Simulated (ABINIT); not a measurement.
# As (R-3m) in ABINIT: settings compared, part 2 of 2

ABINIT 10.8.3 (patched build).

### Step 3. Relaxation of cell and atoms, PBEsol

run.abi

```
# Pseudopotentials
pp_dirpath "./"
pseudos "As.GGA_PBE-JTH.xml"

# Structure
acell 7.8064586208 7.8064586208 7.8064586208
rprim
     0.4552885255     0.2628609527     0.8506564983
    -0.4552885255     0.2628609527     0.8506564983
     0.0000000000    -0.5257219055     0.8506564983
ntypat 1
znucl 33
natom 2
typat 1 1
xred
     0.2260000000     0.2260000000     0.2260000000
     0.7740000000     0.7740000000     0.7740000000
chkprim 0
chksymtnons 0
tolsym 1.0e-6

# Plane-wave basis
ecut 15.0
pawecutdg 30.0
pawxcdev 0

# k points
kptopt 1
ngkpt 9 9 9
nshiftk 1
shiftk 0.0 0.0 0.0

# Exchange and correlation
ixc -116133

# Bands and occupations
nband 19
occopt 3
tsmear 0.05 eV

# SCF cycle
nstep 100
tolvrs 1.0e-9

# Output
iomode 3
prtwf 0
prtden 0
prteig 0
prtebands 0
enunit 1

# Relaxation
ionmov 2
ntime 60
tolmxf 0.0002
optcell 2
dilatmx 1.08
ecutsm 0.5
```

Potentials or basis: JTH PAW PBE v2.0.

The run is started by

```sh
> abinit run.abi > log 2>&1
```

run.abo:

```text
.Version 10.8.3 of ABINIT
 Symmetries : space group R-3 m (#166); Bravais hR (rhombohedral)
================================================================================
 Values of the parameters that define the memory need of the present run
     intxc =       0    ionmov =       2      iscf =      17    lmnmax =      18
     lnmax =       6     mgfft =      30  mpssoang =       3    mqgrid =    3001
     natom =       2  nloc_mem =       2    nspden =       1   nspinor =       1
    nsppol =       1      nsym =      12    n1xccc =       1    ntypat =       1
    occopt =       3   xclevel =       2
       mpw =        1036          nfft =       27000          nkpt =          85
 PAW method is used; the additional fine FFT grid is defined by:
   mgfftf=        45    nfftf =     91125
================================================================================
================================================================================

--------------------------------------------------------------------------------
------------- Echo of variables that govern the present computation ------------
--------------------------------------------------------------------------------
 -outvars: echo values of preprocessed input variables --------
            acell      7.8064586208E+00  7.8064586208E+00  7.8064586208E+00 Bohr
              amu      7.49215900E+01
          chkprim           0
      chksymtnons           0
          dilatmx      1.08000000E+00
             ecut      1.50000000E+01 Hartree
           ecutsm      5.00000000E-01 Hartree
           enunit           1
           ionmov           2
                       outvar_i_n : Printing only first  50 k-points.
              ixc     -116133
                       outvar_i_n : Printing only first  50 k-points.
         kptrlatt        9    0    0      0    9    0      0    0    9
          kptrlen      6.39754386E+01
            natom           2
            nband          19
            ngfft          30      30      30
          ngfftdg          45      45      45
             nkpt          85
            nstep         100
             nsym          12
            ntime          60
           ntypat           1
                       prtocc : prtvol=0, do not print more k-points.
           occopt           3
          optcell           2
        pawecutdg      3.00000000E+01 Hartree
         pawxcdev           0
           prtden           0
        prtebands           0
[... 1290 lines left out ...]
 kpt#   1, nband= 19, wtk=  0.00137, kpt=  0.0000  0.0000  0.0000 (reduced coord)
 -29.65193  -29.65193  -29.60904  -29.60904  -29.58270  -29.54265  -29.54265  -29.53251
 -29.49528  -29.49528   -8.56596    0.99604    4.21762    4.49680    4.49680    8.65910
   9.69296    9.69296   13.05658
 prteigrs : prtvol=0 or 1, do not print more k-points.

--- !EnergyTerms
iteration_state     : {dtset: 1, itime: 12, icycle: 1, }
comment             : Components of total free energy in Hartree
kinetic             :  7.80204972095233E+00
hartree             :  6.42548897367650E+01
xc                  : -4.25633467571489E+00
Ewald energy        : -1.21604390394387E+02
psp_core            :  4.98867282052178E+00
local_psp           : -1.75346097447034E+02
PAW spherical_terms : -3.52673259260535E+00
internal            : -2.27687942831502E+02
'-kT*entropy'       : -4.85712475969429E-05
total_energy        : -2.27687991402750E+02
total_energy_eV     : -6.19570587763182E+03
...

--- !EnergyTermsDC
iteration_state     : {dtset: 1, itime: 12, icycle: 1, }
comment             : '"Double-counting" decomposition of free energy'
band_energy         : -2.17141311333753E+01
Ewald energy        : -1.21604390394387E+02
psp_core            :  4.98867282052178E+00
xc_dc               : -6.29934443589014E+01
PAW spherical_terms : -2.63646475462023E+01
internal            : -2.27687940612344E+02
'-kT*entropy'       : -4.85712475969429E-05
total_energy_dc     : -2.27687989183592E+02
total_energy_dc_eV  : -6.19570581724546E+03
...

--- !EnergyTermsWithPAWCore
iteration_state     : {dtset: 1, itime: 12, icycle: 1, }
comment             : 'Components of total free energy, including PAW core contributions'
Total energy        : -4.51879168971444E+03
Total energy DC     : -4.51879168749529E+03
Total energy (eV)   : -1.22962586033949E+05
Total energy DC (eV): -1.22962585973562E+05
...

 rms coord change=  4.1183E-03   atom, delta coord (reduced):
     1        0.004118336021      0.004118336021      0.004118336021
     2       -0.004118336021     -0.004118336021     -0.004118336021

 Cartesian components of stress tensor (hartree/bohr^3)
  sigma(1 1)=  1.82249118E-07  sigma(3 2)=  6.93563609E-13
  sigma(2 2)=  1.82252221E-07  sigma(3 1)=  0.00000000E+00
  sigma(3 3)= -2.22969789E-07  sigma(2 1)=  0.00000000E+00

-Cartesian components of stress tensor (GPa)         [Pressure= -1.3880E-03 GPa]
- sigma(1 1)=  5.36195417E-03  sigma(3 2)=  2.04053459E-08
- sigma(2 2)=  5.36204545E-03  sigma(3 1)=  0.00000000E+00
- sigma(3 3)= -6.55999766E-03  sigma(2 1)=  0.00000000E+00

== END DATASET(S) ==============================================================
================================================================================

 -outvars: echo values of variables after computation  --------
            acell      7.5812708495E+00  7.5812708495E+00  7.5812708495E+00 Bohr
           etotal     -2.2768798918E+02
            fcart     -1.4080432463E-21  7.2459869972E-21  3.3466107571E-05
                       1.4080432463E-21 -7.2459869972E-21 -3.3466107571E-05
            rprim      4.7190856176E-01  2.7245653511E-01  8.3849254368E-01
                      -4.7190856176E-01  2.7245653511E-01  8.3849254368E-01
                       0.0000000000E+00 -5.4491307031E-01  8.3849254368E-01
           strten      1.8224911787E-07  1.8225222052E-07 -2.2296978858E-07
                       6.9356360907E-13  0.0000000000E+00  0.0000000000E+00
           xangst     -2.9800565653E-16 -9.1003263877E-11  2.3222813261E+00
                       3.5055305751E-16 -3.0444440668E-10  7.7694017889E+00
             xred      2.3011833602E-01  2.3011833602E-01  2.3011833602E-01
                       7.6988166398E-01  7.6988166398E-01  7.6988166398E-01
 Calculation completed.
```

It took 7.8 min on 1 thread of Intel Xeon 6975P-C (Granite Rapids), shared host; peak memory 0.13 GiB.

Results:

* Free energy: -6195.7058 eV
* Relaxed volume: 20.88 Å³/atom
* Relaxed cell: a = 4.012 Å, b = 4.012 Å, c = 4.012 Å, α = 56.32°, β = 56.32°, γ = 56.32°
* Space group after relaxing (to 0.05 Å): R-3m (No. 166)
* Energy gained by relaxing: 9.7 meV/atom
* Ionic steps: 12
* Pressure after relaxing: 0.0 GPa
* Band gap on the k mesh: 0.09 eV, indirect (least direct gap 0.60 eV)
* Valence electrons inside the program's atomic spheres: As 12.59 (radii [1.1133] Å)

Step by step:
| step | energy change (eV) | largest force (eV/Å) | pressure (GPa) | volume (Å³) |
| --- | --- | --- | --- | --- |
| 1 | 0.0000 | 0.3934 | 0.38 | 43.06 |
| 2 | -0.0030 | 0.3146 | 0.07 | 43.11 |
| 3 | -0.0092 | 0.0318 | -0.88 | 43.17 |
| 4 | -0.0103 | 0.0130 | -0.90 | 43.06 |
| 5 | -0.0141 | 0.1080 | -0.52 | 42.42 |
| 6 | -0.0159 | 0.1059 | 0.02 | 41.91 |
| 7 | -0.0170 | 0.0648 | 0.42 | 41.63 |
| 8 | -0.0180 | 0.0074 | 0.61 | 41.52 |
| 9 | -0.0188 | 0.0365 | 0.51 | 41.58 |
| 10 | -0.0192 | 0.0356 | 0.24 | 41.69 |
| 11 | -0.0193 | 0.0129 | 0.04 | 41.76 |
| 12 | -0.0193 | 0.0017 | 0.00 | 41.77 |

Final structure:
```cif
data_structure
_symmetry_space_group_name_H-M 'P 1'
_symmetry_Int_Tables_number 1
_cell_length_a 4.0118
_cell_length_b 4.0118
_cell_length_c 4.0118
_cell_angle_alpha 56.317
_cell_angle_beta 56.317
_cell_angle_gamma 56.317
_cell_volume 41.77
loop_
_atom_site_label
_atom_site_type_symbol
_atom_site_fract_x
_atom_site_fract_y
_atom_site_fract_z
_atom_site_occupancy
As1 As 0.23012 0.23012 0.23012 1
As2 As 0.76988 0.76988 0.76988 1
```

Caveat: the PAW data sets were made with another functional, which shifts forces and pressure a little; an odd mesh through Γ misses points on the zone boundary, where band edges often lie.
